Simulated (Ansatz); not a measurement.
## Al2O3, a database entry at a rescaled volume

```
Al O
1.0
     2.39118    1.38055    4.35128
    -2.39118    1.38055    4.35128
     0.00000   -2.76110    4.35128
Al O
4 6
Direct
  0.35216 0.35216 0.35216
  0.14784 0.14784 0.14784
  0.64784 0.64784 0.64784
  0.85216 0.85216 0.85216
  0.55610 0.94390 0.25000
  0.25000 0.55610 0.94390
  0.94390 0.25000 0.55610
  0.44390 0.05610 0.75000
  0.75000 0.44390 0.05610
  0.05610 0.75000 0.44390
```

Method: PBEsol, no spin polarisation; PAW, plane waves to 420 eV, 7×7×7 Γ-centred mesh, gaussian occupations (width 0.0627 eV) (Ansatz 0.2.0), atoms fixed.

**Stress.** The pressure is -1.6 GPa (compression positive), so with the atoms held at these fractions the cell would first shrink.
**Charges.** Bader charges in e: Al +2.54, O -1.70. In the mean Al gives up most and O takes most.
**Band edges.** Within 0.7 eV of the edges, the states project mainly on O p (96 %) below the gap and on Al s (43 %) and O s (39 %) above it.
**Electronic structure.** The gap is 5.95 eV, direct at the points sampled. A semilocal functional usually gives too small a gap.

Origin: a database entry at a rescaled volume.
